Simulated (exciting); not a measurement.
## CdS (Hawleyite) under changes of volume

One of the cells (24.808 Å³/atom); the others are scaled copies at fixed shape and fractional positions:

```
CELL_PARAMETERS angstrom
0.00000 2.91650 2.91650
2.91650 0.00000 2.91650
2.91650 2.91650 0.00000
ATOMIC_POSITIONS crystal
Cd 0.00000 0.00000 0.00000
S 0.75000 0.75000 0.75000
```

```yaml
Program: exciting (release sodium)
Functional: PBEsol
Potentials_or_basis: all-electron LAPW+lo, shipped species files with second energy derivatives, valence relativity iora*
rgkmax: 7.5
k_mesh: 5 × 5 × 5
Occupations: methfessel-paxton, width 0.136 eV
Spin: no spin polarisation
```

```tsv
volume (Å³/atom)	energy over the lowest point (meV/atom)	gap on the mesh (eV)
23.319	?	?
23.815	6.94	1.08
24.312	1.53	1.04
24.808	0.00	0.99
25.304	2.62	0.95
25.800	8.61	0.91
26.296	17.59	0.87
```

**Question.** What does the run at 23.319 Å³/atom give?

**Answer.** Energy over the lowest point 17.16 meV/atom; gap on the mesh 1.12 eV.

Worked out: A Birch-Murnaghan fit of order 3 (a polynomial in V^(-2/3)) to the other rows has its minimum at 24.72 Å³/atom with B0 = V·E''(V) = 62 GPa and B' = 4.0. It gives 17.18 meV/atom at 23.319 Å³/atom, against the run's 17.16. A straight line through the other rows of the gap, of slope -2.13 eV per unit of ln V (its deformation potential), extrapolates to 1.13 eV, against the run's 1.12.

Spin-orbit coupling on Cd is left out.
